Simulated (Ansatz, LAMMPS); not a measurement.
**Amorphous TiO2 at 3.05 g/cm^3 (84 atoms): geometry optimisation**

How does amorphous TiO2 at 3.05 g/cm^3 (84 atoms) relax, and what do bonds, charges and levels look like afterwards?

Main program and level: Ansatz 0.2.0; Kohn-Sham DFT, PBE, PAW (set soft_2), plane waves.

Most raw output is cut from this account.

### Step 1. Starting point

The cell holds 84 atoms: 28 Ti and 56 O. Cell: a = 10.675 Å, b = 10.675 Å, c = 10.675 Å, α = 90.0°, β = 90.0°, γ = 90.0°. 84 atoms (28 Ti, 56 O) placed at random at 3.05 g/cm³, melted at 5000 K for 10 ps at fixed volume with the Morse and Coulomb pair potential with partial charges (Pedone, Malavasi, Menziani, Cormack and Segre, J. Phys. Chem. B 110, 11780 (2006)). Quenched from 5000 K to 300 K at 50 K/ps and fixed volume, held 5 ps, then minimised at fixed cell. The density is one point of a scan and needn't be that of the real material.

Limits known from the start: The quench rate of 50 K/ps is orders of magnitude faster than experiment, which tends to freeze in extra defects. The network of bonds at the start is that of the classical potential that made the cell. Only the Γ point is sampled in the main run, in a cell whose shortest periodic width is 11 Å.

### Step 2. How the cell was made

A classical potential supplies the starting structure, since it reaches far longer times than DFT.

This step: classical MD, Morse and Coulomb pair potential with partial charges (Pedone, Malavasi, Menziani, Cormack and Segre, J. Phys. Chem. B 110, 11780 (2006)) (LAMMPS 22 Jul 2025 - Update 4).

The input, in.lmp:

```
# melt-quench of Ti28O56
units metal
atom_style charge
boundary p p p
region box block 0 10.6745 0 10.6745 0 10.6745
create_box 2 box
mass 1 47.8670   # Ti
mass 2 15.9990   # O
create_atoms 1 random 28 34533 NULL overlap 1.5 maxtry 2000
create_atoms 2 random 56 34540 NULL overlap 1.5 maxtry 2000
pair_style hybrid/overlay pedone 5.5 coul/long 8.0
pair_coeff * * coul/long
pair_coeff 1 2 pedone 0.024235 2.254703 2.708943 1   # Ti-O
pair_coeff 2 2 pedone 0.042395 1.379316 3.618701 22   # O-O
set type 1 charge 2.4
set type 2 charge -1.2
kspace_style pppm 1.0e-4
neigh_modify delay 0 every 1 check yes
thermo_style custom step time temp pe press density
thermo_modify norm yes
timestep 0.002
thermo 100
min_style cg
minimize 1e-4 1e-4 200 2000
reset_timestep 0
velocity all create 5000 34534 mom yes dist gaussian
fix lim all nve/limit 0.05
fix lan all langevin 5000 5000 0.2 34535 zero yes
thermo 500
run 1000 post no
unfix lim
unfix lan
thermo 833
fix md all nvt temp 5000 5000 0.2
run 5000 post no
unfix md
thermo 4700
fix md all nvt temp 5000 300 0.2
run 47000 post no
unfix md
thermo 1250
fix md all nvt temp 300 300 0.2
run 2500 post no
unfix md
thermo 100
min_style cg
minimize 0 1e-3 2000 20000
write_dump all custom glass.dump id type xs ys zs modify sort id
```

The run is started by

```
lmp -in in.lmp -log none -nocite
```

Elapsed: 61 s, on 1 thread of Intel Xeon at 2.80GHz (Skylake/Cascade Lake), shared host; peak memory 0.63 GiB.

### Step 3. Single point at the start

A single point comes first, to see the forces before anything moves.

The input, input.yaml:

```yaml
crystal:
  lattice:
    - [10.6745, 0.0, 0.0]
    - [0.0, 10.6745, 0.0]
    - [0.0, 0.0, 10.6745]
  atoms:
    - { symbol: Ti, position: [0.18884, 0.87372, 0.90676] }
    - { symbol: Ti, position: [0.1248, 0.66555, 0.67119] }
    - { symbol: Ti, position: [0.04099, 0.02015, 0.17167] }
    - { symbol: Ti, position: [0.88884, 0.19102, 0.54496] }
    - { symbol: Ti, position: [0.59316, 0.48722, 0.8721] }
    - { symbol: Ti, position: [0.01498, 0.61185, 0.20774] }
    - { symbol: Ti, position: [0.18821, 0.0839, 0.64947] }
    - { symbol: Ti, position: [0.02756, 0.31491, 0.8227] }
[... 72 atom lines left out ...]
    - { symbol: O, position: [0.8768, 0.00509, 0.12973] }
    - { symbol: O, position: [0.43459, 0.42764, 0.88364] }
    - { symbol: O, position: [0.85866, 0.08084, 0.66959] }
    - { symbol: O, position: [0.82272, 0.1091, 0.40082] }
kpoints:
  mp_grid: { grid: [1, 1, 1] }
hamiltonian:
  xc: pbe
scf:
  occupations: { method: fermi_dirac, width: 0.025 }
output:
  forces: true
```

The run is started by

```
ansatz run input.yaml --threads 4 --pin off --max-ram 8192MiB --backend cpu --events-out ev --progress --plain --runs-dir out
```

Wall time 14 s (4 threads of AMD EPYC 7B13 (Zen 3), shared host); peak memory 1.7 GiB; 47 s of CPU time.

The run gave:

```
free energy            : -101871.4497 eV
free energy per atom   : -1212.7554 eV/atom
SCF cycles             : 12
r.m.s. force component : 0.6585 eV/Å
longest force          : 2.117 eV/Å
Fermi energy           : 5.709 eV
```

The r.m.s. force component of 0.66 eV/Å sets the starting point.

Neighbours are counted within 2.64 Å (O-Ti).

Length of the force by element and coordination:

| element | coordination | atoms | mean length of the force (eV/Å) | spread | least | most |
| --- | --- | --- | --- | --- | --- | --- |
| O | all | 56 | 1.02 | 0.372 | 0.374 | 2.12 |
| O | 2 | 47 | 1.04 | 0.377 | 0.374 | 2.12 |
| O | 3 | 9 | 0.922 | 0.325 | 0.433 | 1.44 |
| Ti | all | 28 | 1.12 | 0.524 | 0.188 | 2.05 |
| Ti | 4 | 20 | 1.05 | 0.523 | 0.188 | 2.05 |
| Ti | 5 | 7 | 1.21 | 0.479 | 0.340 | 1.89 |
| Ti | 6 | 1 | 1.81 | 0 | 1.81 | 1.81 |

### Step 4. Relaxation

The atoms are relaxed in the fixed cell, aiming at the force tolerance of the input.

input.yaml: that of step 3 with these lines changed.

```diff
@@ -15 +15,4 @@
   forces: true
+relax:
+  f_tol: 0.04
+  max_steps: 250
```

The job ended after 2.5 min (4 threads; peak memory 1.7 GiB).

The steps of the relaxation:

| step | energy less that of the first step (eV) | largest force component (eV/Å) |
| --- | --- | --- |
| 1 | 0.0000 | 1.9372 |
| 2 | -2.3753 | 1.1590 |
| 3 | -3.3006 | 0.4467 |
| 4 | -3.6624 | 0.3352 |
| 5 | -3.8564 | 0.2228 |
| 6 | -3.8964 | 0.3160 |
| 7 | -3.9809 | 0.2857 |
| 8 | -4.0374 | 0.2584 |
| 9 | -4.1556 | 0.3614 |
| 10 | -4.1986 | 0.6873 |
| 11 | -4.3072 | 0.1996 |
| 12 | -4.2810 | 0.3526 |
| 13 | -4.3327 | 0.0789 |
| 14 | -4.3370 | 0.0470 |
| 15 | -4.3370 | 0.0799 |
| 16 | -4.3413 | 0.0154 |

Relaxation steps 12, 15 were tried and not accepted.

The atoms that moved most (Å):

| atom | dx | dy | dz | length |
| --- | --- | --- | --- | --- |
| O38 | -0.873 | -0.632 | 0.158 | 1.090 |
| O69 | -0.679 | -0.349 | -0.153 | 0.779 |
| O63 | -0.681 | -0.087 | 0.056 | 0.689 |
| Ti23 | 0.021 | 0.215 | -0.630 | 0.666 |
| O54 | 0.287 | 0.468 | -0.343 | 0.648 |
| O34 | 0.579 | 0.015 | -0.224 | 0.621 |
| Ti4 | -0.219 | -0.446 | -0.365 | 0.616 |
| O83 | -0.583 | -0.165 | -0.042 | 0.607 |

The relaxation changed the energy by -51.7 meV/atom, and atoms moved by 0.37 Å r.m.s., 1.1 Å at most.

### Step 5. Local order after relaxation

Bonds before and after, by the cutoffs listed below:

| pair | bonds before | bonds after | mean before (Å) | mean after (Å) | spread before (Å) | spread after (Å) |
| --- | --- | --- | --- | --- | --- | --- |
| O-Ti | 121 | 130 | 1.847 | 1.908 | 0.149 | 0.151 |

Density 3.05 g/cm³, 14.48 Å³ an atom.

g(r), total and by pair (bins of 0.1 Å):

| r (Å) | total | O-O | O-Ti | Ti-Ti |
| --- | --- | --- | --- | --- |
| 1.65 | 0.00 | 0.00 | 0.00 | 0.00 |
| 1.75 | 1.40 | 0.00 | 3.16 | 0.00 |
| 1.85 | 5.74 | 0.00 | 12.90 | 0.00 |
| 1.95 | 1.53 | 0.00 | 3.44 | 0.00 |
| 2.05 | 0.47 | 0.00 | 1.05 | 0.00 |
| 2.15 | 0.48 | 0.00 | 1.07 | 0.00 |
| 2.25 | 0.11 | 0.00 | 0.25 | 0.00 |
| 2.35 | 0.15 | 0.11 | 0.22 | 0.00 |
| 2.45 | 0.18 | 0.31 | 0.10 | 0.00 |
| 2.55 | 0.42 | 0.76 | 0.19 | 0.00 |
| 2.65 | 0.55 | 1.23 | 0.00 | 0.00 |
| 2.75 | 0.87 | 1.88 | 0.08 | 0.00 |
| 2.85 | 1.45 | 3.27 | 0.00 | 0.00 |
| 2.95 | 1.80 | 3.83 | 0.14 | 0.28 |
| 3.05 | 1.16 | 2.07 | 0.20 | 1.33 |
| 3.15 | 0.94 | 1.63 | 0.25 | 1.00 |
| 3.25 | 0.96 | 1.45 | 0.35 | 1.40 |
| 3.35 | 0.74 | 0.83 | 0.33 | 1.99 |
| 3.45 | 0.90 | 0.72 | 0.52 | 3.12 |
| 3.55 | 1.33 | 0.83 | 1.08 | 4.32 |
| 3.65 | 1.05 | 0.69 | 1.06 | 2.41 |
| 3.75 | 0.80 | 0.48 | 1.18 | 0.52 |
| 3.85 | 0.80 | 0.67 | 1.08 | 0.17 |
| 3.95 | 1.32 | 0.87 | 2.09 | 0.00 |
| 4.05 | 0.87 | 0.49 | 1.35 | 0.45 |
| 4.15 | 1.18 | 0.93 | 1.50 | 0.86 |
| 4.25 | 0.85 | 0.51 | 1.20 | 0.81 |
| 4.35 | 0.93 | 0.75 | 0.98 | 1.44 |
| 4.45 | 1.07 | 0.50 | 1.56 | 1.38 |
| 4.55 | 1.21 | 0.57 | 2.03 | 0.48 |
| 4.65 | 1.13 | 0.83 | 1.57 | 0.57 |
| 4.75 | 1.23 | 0.80 | 1.75 | 0.88 |
| 4.85 | 0.99 | 0.97 | 0.92 | 1.36 |
| 4.95 | 1.05 | 1.16 | 0.98 | 0.91 |
| 5.05 | 0.95 | 0.97 | 0.85 | 1.27 |
| 5.15 | 1.20 | 1.58 | 0.81 | 1.21 |
| 5.25 | 1.09 | 1.30 | 0.78 | 1.52 |

Bonds by pair of elements; cutoffs follow the first minimum of g(r), held within bounds set by covalent radii, and pairs that aren't listed don't count as bonded:

| pair A-B | cutoff (Å) | bonds | mean length (Å) | spread (Å) | shortest (Å) | B about A | A about B |
| --- | --- | --- | --- | --- | --- | --- | --- |
| O-Ti | 2.64 | 130 | 1.91 | 0.151 | 1.74 | 2.32 | 4.64 |

How many atoms have how many bonded neighbours:

| element | mean | 2 | 3 | 4 | 5 | 6 |
| --- | --- | --- | --- | --- | --- | --- |
| O | 2.32 | 39 | 16 | 1 | 0 | 0 |
| Ti | 4.64 | 0 | 0 | 13 | 12 | 3 |

Bond angles, per cent of each kind in bins of 5°:

| angle (°) | O-Ti-O | Ti-O-Ti |
| --- | --- | --- |
| 60–65 | 0.4 | 0.0 |
| 65–70 | 0.4 | 0.0 |
| 70–75 | 4.1 | 0.0 |
| 75–80 | 4.5 | 0.0 |
| 80–85 | 4.9 | 1.1 |
| 85–90 | 7.8 | 2.1 |
| 90–95 | 5.8 | 5.4 |
| 95–100 | 9.5 | 2.1 |
| 100–105 | 15.2 | 7.5 |
| 105–110 | 14.4 | 6.5 |
| 110–115 | 8.6 | 2.1 |
| 115–120 | 8.2 | 11.8 |
| 120–125 | 2.5 | 4.3 |
| 125–130 | 1.2 | 5.4 |
| 130–135 | 1.7 | 11.8 |
| 135–140 | 0.8 | 8.6 |
| 140–145 | 2.1 | 5.4 |
| 145–150 | 0.4 | 7.5 |
| 150–155 | 1.7 | 4.3 |
| 155–160 | 0.8 | 8.6 |
| 160–165 | 0.8 | 3.2 |
| 165–170 | 2.1 | 1.1 |
| 170–175 | 0.4 | 1.1 |
| 175–180 | 1.7 | 0.0 |

Bond angles (no mean is given where the spread exceeds 20°):

| angle | count | mean (°) | spread (°) |
| --- | --- | --- | --- |
| O-Ti-O | 243 | - | - |
| Ti-O-Ti | 93 | - | - |

Bond length by coordination (bonds to H left out):

| element | coordination | atoms | mean bond length (Å) |
| --- | --- | --- | --- |
| O | 2 | 39 | 1.83 |
| O | 3 | 16 | 2.01 |
| O | 4 | 1 | 2.16 |
| Ti | 4 | 13 | 1.83 |
| Ti | 5 | 12 | 1.94 |
| Ti | 6 | 3 | 2.03 |

Rings of the network by King's shortest-path rule, up to 12 atoms, one path for each pair of neighbours; H, halogens, alkali and alkaline-earth atoms are left out, and the last column divides by all other atoms, bonded or not:

| ring size (atoms) | rings | per network atom |
| --- | --- | --- |
| 4 | 13 | 0.155 |
| 6 | 18 | 0.214 |
| 8 | 40 | 0.476 |
| 10 | 34 | 0.405 |
| 12 | 26 | 0.31 |

First main peaks of g(r), for some of the pairs, lie near 2.9 Å (O-O) and 1.9 Å (O-Ti). By these cutoffs 70 % of O atoms have 2 and 46 % of Ti atoms have 4 bonded neighbours. Bonds at O atoms with 2 neighbours average 1.83 Å, against 2.01 Å at those with 3. Rings of 8 atoms are the most common (31 % of those counted); sizes run from 4 to 12, where the search stops.

### Step 6. Single point at the relaxed geometry

One more single point at the end of the walk gives the fuller output and checks the residual forces.

The input, input.yaml:

```yaml
crystal:
  lattice:
    - [10.6745, 0.0, 0.0]
    - [0.0, 10.6745, 0.0]
    - [0.0, 0.0, 10.6745]
  atoms:
    - { symbol: Ti, position: [0.20605, 0.86597, 0.90796] }
    - { symbol: Ti, position: [0.15022, 0.67084, 0.67206] }
    - { symbol: Ti, position: [0.04657, 0.0096, 0.17593] }
    - { symbol: Ti, position: [0.86832, 0.14928, 0.51081] }
    - { symbol: Ti, position: [0.61315, 0.51326, 0.8664] }
    - { symbol: Ti, position: [0.01504, 0.62125, 0.22698] }
    - { symbol: Ti, position: [0.14602, 0.06188, 0.6489] }
    - { symbol: Ti, position: [0.0432, 0.32708, 0.82799] }
[... 72 atom lines left out ...]
    - { symbol: O, position: [0.8843, 0.99878, 0.12024] }
    - { symbol: O, position: [0.45706, 0.4475, 0.88674] }
    - { symbol: O, position: [0.80407, 0.06541, 0.66563] }
    - { symbol: O, position: [0.79489, 0.09387, 0.37259] }
kpoints:
  mp_grid: { grid: [1, 1, 1] }
hamiltonian:
  xc: pbe
scf:
  occupations: { method: fermi_dirac, width: 0.025 }
output:
  forces: true
  stress: true
  populations: true
  dos:
    method: { smearing: { sigma: 0.08 } }
    de: 0.05
    projected: { site_lists: { O: [O], Ti: [Ti] } }
  eigenvalues: true
  write_density: true
  write_potential: true
  volumetric_format: npy
```

Run time: 18 s. Hardware: 4 threads; peak memory 1.7 GiB; 68 s of CPU time.

Numbers from this run:

```
free energy                                      : -101875.7910 eV
free energy per atom                             : -1212.8070 eV/atom
SCF cycles                                       : 12
pressure                                         : -0.4027 GPa
r.m.s. force component                           : 0.00464 eV/Å
longest force                                    : 0.02012 eV/Å
Fermi energy                                     : 5.645 eV
gap (highest filled to lowest empty level) : 2.92 eV
spilling of the projection                       : 0.003514
```

Löwdin charges by element and coordination (they lack the spilled electrons, 0.028 e an atom on average):

| element | coordination | atoms | mean charge (e) | spread | least | most |
| --- | --- | --- | --- | --- | --- | --- |
| O | all | 56 | -0.627 | 0.0435 | -0.744 | -0.557 |
| O | 2 | 39 | -0.607 | 0.0282 | -0.676 | -0.557 |
| O | 3 | 16 | -0.670 | 0.0326 | -0.709 | -0.599 |
| O | 4 | 1 | -0.744 | 0 | -0.744 | -0.744 |
| Ti | all | 28 | 1.34 | 0.0166 | 1.31 | 1.37 |
| Ti | 4 | 13 | 1.34 | 0.0129 | 1.31 | 1.37 |
| Ti | 5 | 12 | 1.33 | 0.019 | 1.31 | 1.37 |
| Ti | 6 | 3 | 1.34 | 0.0158 | 1.32 | 1.36 |

States in the cell by windows of 1 eV, zero at the Fermi level; the larger projections on atomic orbitals stand beside the total:

| from (eV) | to (eV) | total | O p | Ti d |
| --- | --- | --- | --- | --- |
| -14 | -7 | 0.0 | 0.0 | 0.0 |
| -7 | -6 | 0.1 | 0.1 | 0.0 |
| -6 | -5 | 30.7 | 21.4 | 7.6 |
| -5 | -4 | 116.4 | 82.8 | 28.6 |
| -4 | -3 | 71.7 | 57.5 | 12.0 |
| -3 | -2 | 84.2 | 74.2 | 8.1 |
| -2 | -1 | 32.8 | 30.8 | 1.6 |
| -1 | 1 | 0.0 | 0.0 | 0.0 |
| 1 | 2 | 32.5 | 2.3 | 29.2 |
| 2 | 3 | 77.0 | 10.4 | 62.4 |

Between -26 and -14 eV lie 112 more states.

The stored curve holds about 448 of the 672 electrons; the rest, give or take the few that broadening carries across the Fermi level, lie in deeper levels below its range.

The levels nearest the highest filled one (over half full), pooled over k-points and spins:

| level less the highest filled one (eV) | occupation |
| --- | --- |
| -0.216 | 2 |
| -0.186 | 2 |
| -0.132 | 2 |
| -0.0505 | 2 |
| -0.0357 | 2 |
| 0 | 2 |
| 2.92 | 0 |
| 2.93 | 0 |
| 3.00 | 0 |
| 3.08 | 0 |
| 3.15 | 0 |
| 3.18 | 0 |

Valence density in the ab plane at fractional z = 0.185, with atoms of Ti and O within 0.2 Å of it. It is the smooth field of the valence electrons, not physical close to the nuclei.

Values in e/Å³, 13 rows by 16 columns, each cell a mean:
```
2.9 2.2 0.2 0.0 0.0 0.1 0.3 0.6 0.5 2.0 1.4 3.5 3.6 0.6 0.6 0.4
0.1 0.1 0.0 0.0 0.0 0.4 2.0 1.0 0.1 0.1 0.3 3.6 3.8 0.3 0.1 0.1
0.0 0.0 0.0 0.0 0.1 0.9 4.9 2.3 0.1 0.0 0.0 0.2 0.2 0.1 0.0 0.0
0.2 0.2 0.4 0.4 0.5 2.6 1.6 0.3 0.0 0.0 0.0 0.0 0.0 0.0 0.1 0.2
3.8 0.9 1.0 0.9 1.2 6.9 3.4 0.4 0.3 0.1 0.0 0.2 0.2 0.1 0.1 1.3
2.0 0.4 0.2 0.2 0.2 0.7 0.7 3.8 3.3 0.4 0.3 0.5 0.4 0.1 0.1 0.7
1.0 0.3 0.0 0.0 0.0 0.0 0.2 1.8 1.9 3.7 5.2 0.7 0.1 0.0 0.1 0.5
0.9 0.3 0.0 0.0 0.0 0.0 0.0 0.1 0.3 3.0 4.3 0.5 0.1 0.0 0.1 0.4
0.1 0.1 0.0 0.0 0.1 0.1 0.1 0.4 2.0 1.1 0.2 0.5 1.4 0.4 0.1 0.1
0.2 0.4 0.2 0.0 0.1 0.1 0.3 0.9 4.9 2.4 0.3 1.6 5.3 1.4 0.1 0.0
0.9 2.9 0.7 0.1 0.1 0.4 0.5 0.3 0.5 0.3 0.1 0.3 0.7 0.2 0.0 0.1
0.8 1.2 0.3 0.1 0.8 4.3 1.8 0.2 0.1 0.4 0.2 0.1 0.0 0.1 0.1 0.1
6.3 5.0 0.3 0.1 0.5 2.3 1.1 0.4 0.9 4.7 2.6 0.3 0.1 0.4 0.7 0.8
```
Columns run along a (10.7 Å), rows up along b (10.7 Å). Atoms in or near the plane, at fractional coordinates: Ti at (0.05, 0.01), Ti at (0.63, 0.46), Ti at (0.35, 0.66), O at (0.41, 0.81), O at (0.34, 0.08), O at (0.60, 0.01), O at (0.49, 0.55), O at (0.77, 0.27), O at (0.54, 0.28).

Electrostatic potential energy in the ab plane at fractional z = 0.185, with atoms of Ti and O within 0.2 Å of it. With pseudopotentials it is smooth inside the atoms' cores, unlike the true potential.

Ten even steps from '0' (-34 eV) to '9' (11 eV), each cell a mean:
```
101379999998544662135323588885
645789999998655788873000378998
888999999998678899973100379999
999999999982017999986434689999
999999999970006999998888899999
999999998874359999999999999999
788999986323589999999999999988
346875774000268999999999999875
013776774000268999999999999852
114799987423553479999999999852
457899998877720037667899999876
888999999999950044113789999998
579999999999998751001589999998
579999999999999862001589999998
999999999999999975335789999999
999999999999999767888888999999
999999999998886002799720389999
999999999987775001799600079999
985699999876567547999843599999
940279999986668999999999999999
863489999635788999999999999999
655789998100688999899999999998
101379998201688873249999999985
000268999877756740017777887773
```
Columns run along a (10.7 Å; values clipped at the 3rd and 97th percentile), rows up along b (10.7 Å). Atoms in or near the plane, at fractional coordinates: Ti at (0.05, 0.01), Ti at (0.63, 0.46), Ti at (0.35, 0.66), O at (0.41, 0.81), O at (0.34, 0.08), O at (0.60, 0.01), O at (0.49, 0.55), O at (0.77, 0.27), O at (0.54, 0.28).

Mean Löwdin charges: O -0.63, Ti +1.34 e (they miss 0.35 % of the electrons, so they add up to more than the cell's charge). The largest share in the top eV of filled states is O p (93 % of the projected weight), and in the lowest eV of empty states Ti d (89 % of the projected weight).

The surroundings of O38, whose charge lies farthest from its element's mean, nearest first, numbered as they follow in the input and with coordinates relative to it.

| atom | x | y | z | distance (Å) | bonds | Löwdin charge (e) |
| --- | --- | --- | --- | --- | --- | --- |
| O38 | 0.00 | 0.00 | 0.00 | 0.00 | 4 | -0.74 |
| Ti13 | -0.91 | 1.63 | -0.68 | 1.99 | 5 | 1.34 |
| Ti23 | -0.72 | -0.83 | 1.73 | 2.05 | 5 | 1.31 |
| Ti15 | -1.10 | -1.48 | -1.22 | 2.21 | 5 | 1.31 |
| Ti20 | 2.23 | 0.19 | 0.84 | 2.39 | 5 | 1.31 |
| O34 | 0.71 | 0.52 | 2.27 | 2.44 | 3 | -0.67 |
| O69 | -1.88 | -1.66 | 0.44 | 2.55 | 3 | -0.68 |
| O39 | -1.49 | 0.12 | -2.06 | 2.55 | 3 | -0.66 |

The column of bonds counts only the pairs O-Ti within 2.64 Å; other neighbours, such as metal atoms beside each other in a compound, aren't counted, and periodic images can show an atom twice.

### Step 7. K-mesh 2×2×2

Large cells are often run on few k-points; this run checks whether the reference had enough.

input.yaml: that of step 6 with these lines changed.

```diff
@@ -8,3 +8,3 @@
 kpoints:
-  mp_grid: { grid: [1, 1, 1] }
+  mp_grid: { grid: [2, 2, 2] }
 hamiltonian:
@@ -22,4 +22 @@
   eigenvalues: true
-  write_density: true
-  write_potential: true
-  volumetric_format: npy
```

It took 2.6 min on 4 threads; peak memory 6.5 GiB.

The program notes that it cut back its work space to fit the memory limit.

Geometry and reference: those of the single point at the relaxed geometry.

Forces differ from those of the single point at the relaxed geometry by 11 meV/Å r.m.s.; the energy by -0.25 meV/atom and the gap by -0.041 eV. It took 2.6 min and 12 cycles; the reference's time can't be set against it, since the two runs asked for unlike analyses.

(Part 1 of 2 ends here.)

[Logs are printed without paths, hosts, clocks, repeated set-up lines and the standing remarks that a program may print on its own settings, such as how far it seeks lower states.]

[Hosts, paths, dates, database ids (printed as entryN), source tags and the programs' standing remarks are cut or masked in the printed files.]
